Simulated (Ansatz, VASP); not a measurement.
**Cross-check of Al2O3 between VASP and Ansatz**

Wanted: the spread between two codes on one cell, functional and k mesh. The cell is taken from a series of runs on this material, whose earlier steps may have relaxed, scaled, displaced or heated it; both programs get it as it stands.

Program: Ansatz 0.2.0. Level of theory: plane waves, with VASP 6.6.1 beside it; single point at PBEsol. Results are calculated unless marked as measured.

## Step 1: Set-up

Symmetry: Pnnm, No. 58, orthorhombic system. The conventional cell has a = 4.614 Å, b = 9.563 Å, c = 3.120 Å, α = 90.00°, β = 90.00°, γ = 90.00°. Nearest to Al lie 4 O at 1.68 to 1.82 Å. O has 2 Al at 1.68 Å nearest. Nearest to O lie 3 Al at 1.82 Å. Farther neighbours and most contacts between anions are not listed.

## Step 2: Ansatz: single point, PBEsol, pair 1

Ansatz runs on its default PAW (the set named soft_2) files.

A single point gives forces, pressure and levels at one fixed geometry, so differences don't come from the geometry; what else differs is listed under the comparison.

Contents of input.yaml:

```yaml
crystal:
  lattice:
    - [4.613777, 0.0, 0.0]
    - [0.0, 9.563279, 0.0]
    - [0.0, 0.0, 3.119862]
  atoms:
    - { symbol: Al, position: [0.982975, 0.824573, 0.0] }
    - { symbol: Al, position: [0.017025, 0.175427, 0.0] }
    - { symbol: Al, position: [0.482975, 0.675427, 0.5] }
    - { symbol: Al, position: [0.517025, 0.324573, 0.5] }
    - { symbol: O, position: [0.5, 0.5, 0.5] }
    - { symbol: O, position: [0.123635, 0.75305, 0.5] }
    - { symbol: O, position: [0.376365, 0.25305, 0.0] }
    - { symbol: O, position: [0.623635, 0.74695, 0.0] }
    - { symbol: O, position: [0.0, 0.0, 0.0] }
    - { symbol: O, position: [0.876365, 0.24695, 0.5] }
kpoints:
  mp_grid: { grid: [4, 2, 6] }
scf:
  occupations: { method: fermi_dirac, width: 0.02 }
hamiltonian:
  xc: pbesol
output:
  forces: true
  stress: true
  efg: { quadrupole_moments_barn: { Al: 0.1466, O: -0.02558 } }
```

Started as:

```sh
$ ansatz run input.yaml --threads 4 --pin off --max-ram 8192MiB --backend cpu --events-out ev --progress --plain --runs-dir out
```

Numbers of over 12 decimals in the logs are rounded to 6 here.

What it wrote:

```text
Engine: ansatz 0.2.0, aarch64-unknown-linux-gnu
Pseudopotentials: kind: paw
Pseudopotential: Al, paw, valence charge 3, recommended cutoff 420 eV (normal), Al.paw.azcp
Pseudopotential: O, paw, valence charge 6, recommended cutoff 420 eV (normal), O.paw.azcp
Functional definition: PBEsol
  exchange = pbesol_x
  correlation = pbesol_c
Crystal: 10 atoms, lattice volume = 137.657 Å³
Basis set: ecut = 420 eV, 2707 PW (Γ), exchange–correlation on 64×128×48 points (8 copies of the dense FFT grid, shifted against one another)
Bands: 34, of which v1, the nominal top of the filled ones, is band 24 counted from 1 (23 counted from 0)
Symmetry: 8 space group operations
Space group: Pnnm (ITA 58), of the structure as read, at distance tolerance 5.2e-5 Å
k-points: 24 of 48
Non-local potential: Al, projectors of the file, l = 0: 2, l = 1: 2, l = 2: 1
Non-local potential: O, projectors of the file, l = 0: 2, l = 1: 2, l = 2: 1
PAW form: soft (Blöchl's): semilocal exchange-correlation on the pseudo side does not see the compensation charge
PAW frozen core: Al, regenerated for the run's functional, and the local potential with it (the file was generated under x = pbe(κ = 0.804, μ = 0.219515), c = pbe(β = 0.066725))
PAW frozen core: O, regenerated for the run's functional, and the local potential with it (the file was generated under x = pbe(κ = 0.804, μ = 0.219515), c = pbe(β = 0.066725))
PAW one-centre angular grid: Al, 110 points (default); XC on 64 Gauss nodes
PAW one-centre angular grid: O, 110 points (default); XC on 64 Gauss nodes
Initial density: superposition of atomic densities (neutral atoms: chi_scale 0, normalization atom), corrected by the library's trained network
Initial wavefunctions: pseudopotential atomic-orbital guess
Functional: x = pbesol(κ = 0.804, μ = 0.123457), c = pbesol(β = 0.046)
SCF iter   1: F=—  HF=-5477.029270 eV  |F-HF|=—  |Δ(HF+E_count)|=         —  Δρ=1.15e-2  dr2=1.50e-1  ethr=1.77e-3  ⟨swp⟩=6.9  Hψ=4208  notcnv=0  defer=2
preconditioner: auto → Resta (q_TF=auto, 2.289 Å⁻¹)  ε∞=3.2  [insulator: Δε(μ)=3.324 eV  Ē_g=14.923 eV  σ=0.020 eV  W_gap=1.00  n_scr=22 (ndim 8)  ℏωp=21.9 eV  f_vac=0.149  D(μ)=0.00/eV (n_scr^D=0)  ε∞_Penn≈3.2]
SCF iter   2: F=—  HF=-5476.985719 eV  |F-HF|=—  |Δ(HF+E_count)|=   4.36e-2  Δρ=2.15e-3  dr2=2.97e-3  ethr=3.13e-4  ⟨swp⟩=2.4  Hψ=1619  notcnv=0  defer=70
SCF iter   3: F=—  HF=-5476.985647 eV  |F-HF|=—  |Δ(HF+E_count)|=   7.21e-5  Δρ=8.48e-4  dr2=8.96e-4  ethr=6.19e-6  ⟨swp⟩=2.0  Hψ=1353  notcnv=0  defer=22
automatic band count: iteration 3 solves 32 bands in place of 34: the levels show a gap, and the empty bands left out lie too high to hold charge; the band table lists the bands solved (type scf.n_extra_bands for more)
SCF iter   4: F=—  HF=-5476.986418 eV  |F-HF|=—  |Δ(HF+E_count)|=   7.71e-4  Δρ=5.43e-4  dr2=3.70e-4  ethr=1.87e-6  ⟨swp⟩=2.5  Hψ=1385  notcnv=0  defer=22
SCF iter   5: F=—  HF=-5476.986501 eV  |F-HF|=—  |Δ(HF+E_count)|=   8.28e-5  Δρ=9.03e-5  dr2=2.25e-5  ethr=7.70e-7  ⟨swp⟩=2.3  Hψ=1295  notcnv=0  defer=22
SCF iter   6: F=—  HF=-5476.985921 eV  |F-HF|=—  |Δ(HF+E_count)|=   5.80e-4  Δρ=4.48e-5  dr2=1.73e-6  ethr=4.69e-8  ⟨swp⟩=2.0  Hψ=1347  notcnv=0  defer=22
SCF iter   7: F=-5476.985922 eV  HF=-5476.985922 eV  |F-HF|=8.93e-8  |Δ(HF+E_count)|=   9.89e-7  Δρ=5.20e-6  dr2=5.02e-8  ethr=2.08e-10  ⟨swp⟩=3.1  Hψ=3179  notcnv=0
SCF 1 converged in 7 iterations: F = -5476.985922 eV  dr2 = 5.02e-8
  greatest PAW one-centre occupation: 0.859 electrons in one spin orbital (limit 2), on the O atom at site 4 (counted from 0), in its partial waves of l = 0
SCF converged after 7 iterations
Free energy (F): -5476.985922 eV
Harris-Foulkes:  -5476.985922 eV  (|F-HF|=8.93e-8)
Internal energy: -5476.985922 eV  (E = F + TS)
E sigma→0 (E₀):  -5476.985922 eV
Fermi energy:    4.466599 eV
--- Per-component energies (eV) ---
  E_band       = -192.956039
  E_kinetic    = 1161.633485
  E_local      = -3044.201496  (includes V_loc(G=0)·N_el)
  E_nonlocal   = 329.692662
  E_hartree    = 1137.606855
  E_xc         = -597.866355
  E_vxc        = -681.445292  (∫ρ·V_xc dr)
  E_paw        = -2737.756438  (= ΣΔE_a)
  E_vpaw       = -233.862911  (= ΣTr[D̂ρ^β])
  E_aug_tail   = 0.015037  (compensation charges beyond the density's cutoff)
  E_ewald      = -1726.397955
  E_core_change = 0.288284  (= ΣΔE_core)
  E_smearing   = -0.000000  (= −TS)
  E_closure    = -0.000000  (closes the sum)
  Σ components = -5476.985922   (vs F -5476.985922, Δ=0.00e0)
--- Forces (eV/Å), atoms counted from 1 ---
  atom   1  Al    -0.04598067    -0.02348564     0.00000000
  atom   2  Al     0.04598067     0.02348564     0.00000000
  atom   3  Al    -0.04598067     0.02348564     0.00000000
  atom   4  Al     0.04598067    -0.02348564     0.00000000
  atom   5  O      0.00000000     0.00000000     0.00000000
  atom   6  O      0.15669723    -0.07300995     0.00000000
  atom   7  O     -0.15669723    -0.07300995     0.00000000
  atom   8  O      0.15669723     0.07300995     0.00000000
  atom   9  O     -0.00000000     0.00000000     0.00000000
  atom  10  O     -0.15669723     0.07300995     0.00000000
  max |Σ_I F_I| component: 1.39e-17 eV/Å
--- Stress (GPa, compression-positive) ---
       -1.162494       0.000000       0.000000
        0.000000      -0.862337       0.000000
        0.000000       0.000000      -5.749321
  P = ⅓ Tr σ = -2.5914 GPa (-25.914 kbar)
--- PAW observables at the nuclei: V_zz in 10²¹ V/m², potentials from the cell's mean, atoms counted from 1 ---
  atom   1  Al V_zz =    -3.433837   η = 0.5937   by run symmetry: allowed   C_q = -12.1722 MHz
            electrostatic potential = -1225.775995 V   contact ρ = none
  atom   2  Al V_zz =    -3.433837   η = 0.5937   by run symmetry: allowed   C_q = -12.1722 MHz
            electrostatic potential = -1225.775995 V   contact ρ = none
  atom   3  Al V_zz =    -3.433837   η = 0.5937   by run symmetry: allowed   C_q = -12.1722 MHz
            electrostatic potential = -1225.775995 V   contact ρ = none
  atom   4  Al V_zz =    -3.433837   η = 0.5937   by run symmetry: allowed   C_q = -12.1722 MHz
            electrostatic potential = -1225.775995 V   contact ρ = none
  atom   5  O  V_zz =    +5.301071   η = 0.3205   by run symmetry: allowed   C_q = -3.2788 MHz
            electrostatic potential = -619.994604 V   contact ρ = none
  atom   6  O  V_zz =    -6.246430   η = 0.2364   by run symmetry: allowed   C_q = +3.8636 MHz
            electrostatic potential = -618.151555 V   contact ρ = none
  atom   7  O  V_zz =    -6.246430   η = 0.2364   by run symmetry: allowed   C_q = +3.8636 MHz
            electrostatic potential = -618.151555 V   contact ρ = none
  atom   8  O  V_zz =    -6.246430   η = 0.2364   by run symmetry: allowed   C_q = +3.8636 MHz
            electrostatic potential = -618.151555 V   contact ρ = none
  atom   9  O  V_zz =    +5.301071   η = 0.3205   by run symmetry: allowed   C_q = -3.2788 MHz
            electrostatic potential = -619.994604 V   contact ρ = none
  atom  10  O  V_zz =    -6.246430   η = 0.2364   by run symmetry: allowed   C_q = +3.8636 MHz
            electrostatic potential = -618.151555 V   contact ρ = none
```

The run ends at a pressure of -2.59 GPa, with forces up to 0.17 eV/Å.

## Step 3: VASP: single point, PBEsol, pair 1

The same cell, functional, mesh and smearing now go to VASP, with its own data sets.

Lines of VASP's logs that name or quote its potential files are left out, and so is its time.

Contents of INCAR:

```
SYSTEM = Al2O3
PREC = Accurate
ENCUT = 600
EDIFF = 1E-06
NELM = 120
ISMEAR = -1
SIGMA = 0.02
LREAL = .FALSE.
ALGO = Normal
GGA = PS
NBANDS = 34
LORBIT = 11
LWAVE = .FALSE.
LCHARG = .FALSE.
ISIF = 2
LASPH = .TRUE.
GGA_COMPAT = .FALSE.
EFERMI = MIDGAP
KPAR = 2
```

Contents of POSCAR:

```
Al2O3
1.0
    4.6137770000      0.0000000000      0.0000000000
    0.0000000000      9.5632790000      0.0000000000
    0.0000000000      0.0000000000      3.1198620000
Al O
4 6
Direct
    0.9829750000      0.8245730000      0.0000000000
    0.0170250000      0.1754270000      0.0000000000
    0.4829750000      0.6754270000      0.5000000000
    0.5170250000      0.3245730000      0.5000000000
    0.5000000000      0.5000000000      0.5000000000
    0.1236350000      0.7530500000      0.5000000000
    0.3763650000      0.2530500000      0.0000000000
    0.6236350000      0.7469500000      0.0000000000
    0.0000000000      0.0000000000      0.0000000000
    0.8763650000      0.2469500000      0.5000000000
```

Contents of KPOINTS:

```
Automatic mesh
0
Gamma
4 2 6
0 0 0
```

Potentials, in the order of the species: Al and O (PBE family, release 64).

Started as:

```sh
$ mpirun -np 2 vasp_std
```

What it wrote:

```text
[banner, memory and clock lines left out]
running    2 mpi-ranks, on    1 nodes
 distrk:  each k-point on    1 cores,    2 groups
 distr:  one band on    1 cores,    1 groups

 POSCAR found type information on POSCAR AlO
 POSCAR found :  2 types and      10 ions
|                                                                             |
|               ----> ADVICE to this user running VASP <----                  |
|                                                                             |
|     You enforced a specific xc type in the INCAR file but a different       |
|     [... a line on the potential file left out ...]
|     I HOPE YOU KNOW WHAT YOU ARE DOING!                                     |
|                                                                             |

 LDA part: xc-table for (Slater+PW92), standard interpolation
 POSCAR, INCAR and KPOINTS ok, starting setup
 FFT: planning ... GRIDC
 FFT: planning ... GRID_SOFT
 FFT: planning ... GRID
 WAVECAR not read
 entering main loop
       N       E                     dE             d eps       ncg     rms          rms(c)
DAV:   1     0.278960786394E+03    0.27896E+03   -0.24910E+04  1632   0.141E+03
DAV:   2    -0.640715719449E+02   -0.34303E+03   -0.32666E+03  2202   0.289E+02
DAV:   3    -0.874524451473E+02   -0.23381E+02   -0.23239E+02  2052   0.804E+01
DAV:   4    -0.877308153180E+02   -0.27837E+00   -0.27810E+00  2014   0.977E+00
DAV:   5    -0.877351683360E+02   -0.43530E-02   -0.43515E-02  2006   0.122E+00    0.192E+01
DAV:   6    -0.770081000146E+02    0.10727E+02   -0.42303E+01  1826   0.334E+01    0.737E+00
DAV:   7    -0.768805361828E+02    0.12756E+00   -0.92231E-01  1864   0.523E+00    0.390E+00
DAV:   8    -0.767925439317E+02    0.87992E-01   -0.11563E-01  1974   0.254E+00    0.110E+00
DAV:   9    -0.767971143591E+02   -0.45704E-02   -0.30722E-02  1890   0.130E+00    0.306E-01
DAV:  10    -0.768015424889E+02   -0.44281E-02   -0.50154E-03  1778   0.367E-01    0.218E-01
DAV:  11    -0.768043088276E+02   -0.27663E-02   -0.28315E-03  1798   0.308E-01    0.631E-02
DAV:  12    -0.768044553854E+02   -0.14656E-03   -0.42824E-04  1950   0.132E-01    0.186E-02
DAV:  13    -0.768045511776E+02   -0.95792E-04   -0.15327E-04  1748   0.646E-02    0.153E-02
DAV:  14    -0.768045662546E+02   -0.15077E-04   -0.38703E-05  1896   0.328E-02    0.251E-03
DAV:  15    -0.768045667607E+02   -0.50604E-06   -0.10970E-06  1334   0.623E-03
   1 F= -.76804567E+02 E0= -.76804567E+02  d E =0.000000E+00
```

OUTCAR, selected parts (step 3):

```text
ion  position               nearest neighbor table
   1  0.983  0.825  0.000-   9 1.68   8 1.82   6 1.82   6 1.82   3 3.13   3 3.13   3 3.13   3 3.13
                             2 3.36
   2  0.017  0.175  0.000-   9 1.68   7 1.82  10 1.82  10 1.82   4 3.13   4 3.13   4 3.13   4 3.13
                             1 3.36
   3  0.483  0.675  0.500-   5 1.68   6 1.82   8 1.82   8 1.82   1 3.13   1 3.13   1 3.13   1 3.13
                             4 3.36
   4  0.517  0.325  0.500-   5 1.68  10 1.82   7 1.82   7 1.82   2 3.13   2 3.13   2 3.13   2 3.13
                             3 3.36
   5  0.500  0.500  0.500-   3 1.68   4 1.68
   6  0.124  0.753  0.500-   3 1.82   1 1.82   1 1.82
   7  0.376  0.253  0.000-   2 1.82   4 1.82   4 1.82
   8  0.624  0.747  0.000-   1 1.82   3 1.82   3 1.82
   9  0.000  0.000  0.000-   1 1.68   2 1.68
  10  0.876  0.247  0.500-   4 1.82   2 1.82   2 1.82

  LATTYP: Found a simple orthorhombic cell.
 ALAT       =     3.1198620000
 B/A-ratio  =     1.4788400897
 C/A-ratio  =     3.0652891057

 Subroutine GETGRP returns: Found  8 space group operations
 (whereof  4 operations were pure point group operations)

The static configuration has the point symmetry C_2h.
 The point group associated with its full space group is D_2h.

 Found     24 irreducible k-points:

   k-points           NKPTS =     24   k-points in BZ     NKDIM =     24   number of bands    NBANDS=     34

   dimension x,y,z NGX =    40 NGY =   80 NGZ =   28
   dimension x,y,z NGXF=    80 NGYF=  160 NGZF=   56

   ENCUT  =  600.0 eV  44.10 Ry    6.64 a.u.   9.21 19.10  6.23*2*pi/ulx,y,z

   NELECT =      48.0000    total number of electrons

 k-points in reciprocal lattice and weights: Automatic mesh
   0.00000000  0.00000000  0.00000000       0.021
   0.25000000  0.00000000  0.00000000       0.042
   0.50000000  0.00000000  0.00000000       0.021
   0.00000000  0.50000000  0.00000000       0.021
   0.25000000  0.50000000  0.00000000       0.042
   0.50000000  0.50000000  0.00000000       0.021
   0.00000000  0.00000000  0.16666667       0.042
   0.25000000  0.00000000  0.16666667       0.083
   0.50000000  0.00000000  0.16666667       0.042
[...]
0.25000000  0.50000000  0.50000000       0.042
   0.50000000  0.50000000  0.50000000       0.021

 average (electrostatic) potential at core
       1 -76.1196       2 -76.1196       3 -76.1196       4 -76.1196       5 -70.7794
       6 -72.5555       7 -72.5555       8 -72.5555       9 -70.7794      10 -72.5555

 E-fermi :   3.4702

 k-point     1 :       0.0000    0.0000    0.0000
  band No.  band energies     occupation
    ...
     20       0.4515      2.00000
     21       0.7043      2.00000
     22       1.2360      2.00000
     23       1.6962      2.00000
     24       1.7585      2.00000
     25       5.1819      0.00000
     26       6.7154      0.00000
     27       7.7819      0.00000
     28       8.5064      0.00000
     29       8.7396      0.00000
    ...

 k-point     2 :       0.2500    0.0000    0.0000
  band No.  band energies     occupation
    ...
     20      -0.1093      2.00000
     21       0.7260      2.00000
     22       1.1172      2.00000
     23       1.7102      2.00000
     24       1.7536      2.00000
     25       6.0569      0.00000
     26       7.3430      0.00000
     27       8.0242      0.00000
     28       8.5708      0.00000
     29       9.0454      0.00000
    ...

 k-point     3 :       0.5000    0.0000    0.0000
  band No.  band energies     occupation
    ...
     20      -0.5173      2.00000
     21       0.8698      2.00000
     22       0.8698      2.00000
     23       1.7364      2.00000
     24       1.7364      2.00000
     25       7.6686      0.00000
     26       7.6686      0.00000
     27       8.1683      0.00000
     28       8.1683      0.00000
     29       9.6063      0.00000
    ...

  Total       -1.1383589     -0.4505287     -5.1065513      0.0000000      0.0000000      0.0000000
  in kB      -13.2492408     -5.2436565    -59.4346175      0.0000000      0.0000000      0.0000000
  external PRESSURE =     -25.9758382 kB  Pullay stress =       0.0000000 kB

  energy-cutoff  :      600.00
  volume of cell :      137.66
      direct lattice vectors                 reciprocal lattice vectors
     4.613777000  0.000000000  0.000000000     0.216742162  0.000000000  0.000000000
     0.000000000  9.563279000  0.000000000     0.000000000  0.104566645  0.000000000
     0.000000000  0.000000000  3.119862000     0.000000000  0.000000000  0.320526998

 POSITION                                       TOTAL-FORCE (eV/Angst)
 -----------------------------------------------------------------------------------
      4.53523      7.88562      0.00000        -0.050709     -0.075628      0.000000
      0.07855      1.67766      0.00000         0.050709      0.075628      0.000000
      2.22834      6.45930      1.55993        -0.050709      0.075628      0.000000
      2.38544      3.10398      1.55993         0.050709     -0.075628      0.000000
      2.30689      4.78164      1.55993         0.000000      0.000000      0.000000
      0.57042      7.20163      1.55993         0.156573     -0.071742      0.000000
      1.73646      2.41999      0.00000        -0.156573     -0.071742      0.000000
      2.87731      7.14329      0.00000         0.156573      0.071742      0.000000
      0.00000      0.00000      0.00000         0.000000      0.000000      0.000000
      4.04335      2.36165      1.55993        -0.156573      0.071742      0.000000
 -----------------------------------------------------------------------------------
    total drift:                                0.000000     -0.000000     -0.000000

  FREE ENERGIE OF THE ION-ELECTRON SYSTEM (eV)
  ---------------------------------------------------
  free  energy   TOTEN  =       -76.8045667607 eV

  energy  without entropy=      -76.8045667607  energy(sigma->0) =      -76.80456676

 total charge
# of ion       s       p       d       tot
------------------------------------------
    1        0.343   0.437   0.000   0.780
    2        0.343   0.437   0.000   0.780
    3        0.343   0.437   0.000   0.780
    4        0.343   0.437   0.000   0.780
    5        1.539   3.613   0.000   5.152
    6        1.535   3.611   0.000   5.146
    7        1.535   3.611   0.000   5.146
    8        1.535   3.611   0.000   5.146
    9        1.539   3.613   0.000   5.152
   10        1.535   3.611   0.000   5.146
--------------------------------------------------
tot         10.592  23.414   0.000  34.007

[... 3 further parts left out ...]
```

The run ends at a pressure of -2.60 GPa, with forces up to 0.17 eV/Å.

## Step 4: Comparison

Known differences besides the potentials themselves: the cutoff is 420 eV in Ansatz and 600 eV in VASP; Ansatz makes its cores anew for this functional, VASP keeps those of its PBE data sets. Total energies have different zeros and are not compared.

The two programs side by side:

| quantity | Ansatz | VASP | difference |
| --- | --- | --- | --- |
| pressure (GPa) | -2.59 | -2.60 | +0.01 |
| gap on the k mesh (eV) | 3.428 | 3.423 | +0.004 |

Forces (eV/Å; atoms numbered as in POSCAR):

| atom | Ansatz x, y, z | VASP x, y, z |
| --- | --- | --- |
| Al1 | -0.046, -0.023, 0.000 | -0.051, -0.076, 0.000 |
| Al2 | 0.046, 0.023, 0.000 | 0.051, 0.076, 0.000 |
| Al3 | -0.046, 0.023, 0.000 | -0.051, 0.076, 0.000 |
| Al4 | 0.046, -0.023, 0.000 | 0.051, -0.076, 0.000 |
| O5 | 0.000, 0.000, 0.000 | 0.000, 0.000, 0.000 |
| O6 | 0.157, -0.073, 0.000 | 0.157, -0.072, 0.000 |
| O7 | -0.157, -0.073, 0.000 | -0.157, -0.072, 0.000 |
| O8 | 0.157, 0.073, 0.000 | 0.157, 0.072, 0.000 |
| O9 | 0.000, 0.000, 0.000 | 0.000, 0.000, 0.000 |
| O10 | -0.157, 0.073, 0.000 | -0.157, 0.072, 0.000 |

The forces differ by 19 meV/Å r.m.s., which is 26.9 % of the r.m.s. force of 0.071 eV/Å (both taken over all components). A gap on the mesh is an upper bound, since the band edges may lie between its points.

(Part 1 of 2 ends here.)

[Lines on the potential files, build, host, timing and source positions are cut from VASP's logs without a mark.]

[Logs are printed without paths, hosts, clocks, repeated set-up lines and the standing remarks that a program may print on its own settings, such as how far it seeks lower states.]

[Hosts, paths, dates, database ids (printed as entryN), source tags and the programs' standing remarks are cut or masked in the printed files.]
